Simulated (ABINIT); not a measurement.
HfC, 2 atoms in the cell. Symmetry: Fm-3m, No. 225, cubic system. Conventional cell: a = 4.650 Å, b = 4.650 Å, c = 4.650 Å, α = 90.00°, β = 90.00°, γ = 90.00°. Hf (site symmetry m-3m) has 6 C at 2.33 Å as nearest neighbours. C (site symmetry m-3m) has 6 Hf at 2.33 Å as nearest neighbours. 

| Property | Result |
| --- | --- |
| Program | ABINIT 10.8.3 (patched build) |
| Task | relaxation of cell and atoms |
| Functional | PBEsol |
| Potentials or basis | PseudoDojo NC SR PBEsol v0.4.1 standard |
| Cutoff | 1116 eV |
| k mesh | 8 × 8 × 8 |
| Occupations | fermi-dirac, width 0.05 eV |
| Spin | no spin polarisation |
| Cell freedom (optcell) | 2 |
| Optimiser (ionmov) | 2 |
| Cutoff smearing ecutsm (Ha) | 0.5 |
| Force stop (Ha/bohr) | 2e-05 |

Potentials or basis: PseudoDojo NC SR PBEsol v0.4.1 standard.

Launch:

```sh
$ abinit run.abi > log 2>&1
```

Hardware: 1 thread of Arm Neoverse V1, on a shared host.

Q: Estimate the wall time of this run.

A: It took 120 s on 1 thread of Arm Neoverse V1, with other jobs on the host, peak memory 0.09 GiB. Counts: scf iterations 34, mpi ranks 1, k points 29, bands 12, plane waves 2701, ion steps 4.
